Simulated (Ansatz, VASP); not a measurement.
GaN in VASP and in Ansatz

```xyz
2
Lattice="0.0000 1.9656 1.9656 1.9656 0.0000 1.9656 1.9656 1.9656 0.0000" Properties=species:S:1:pos:R:3 pbc="T T T"
Ga    1.9656    1.9656    1.9656
N     0.0000    0.0000    0.0000
```

Change from the starting cell: volume scaled by 0.96.

Alike in both runs: task single point; functional PBEsol; k mesh 10 × 10 × 10; occupations fermi-dirac, width 0.02 eV; no spin polarisation.

```csv
,VASP,Ansatz
version,VASP 6.6.1,Ansatz 0.2.0
potentials or method,"VASP PAW PBE potentials, release 64 (Ga_d, N), cutoff 520 eV","all-electron LAPW, scalar-relativistic"
```

|  | VASP | Ansatz | Ansatz less VASP |
| --- | --- | --- | --- |
| gap on the k mesh at the Fermi level (eV) | 2.03 | 2.04 | +0.014 |
| pressure (GPa) | 80.4 | 79.6 | -0.77 |

Ansatz ran all-electron here, so the differences hold the error of VASP's frozen core and of both bases.

Caveats: the cell as given lies far from equilibrium; so large a pressure means that the cell lies far from this level's equilibrium, or that cutoff or potentials fall short (VASP); the potentials were made for another functional, which shifts forces and pressure (VASP). A k mesh can miss the band edges.
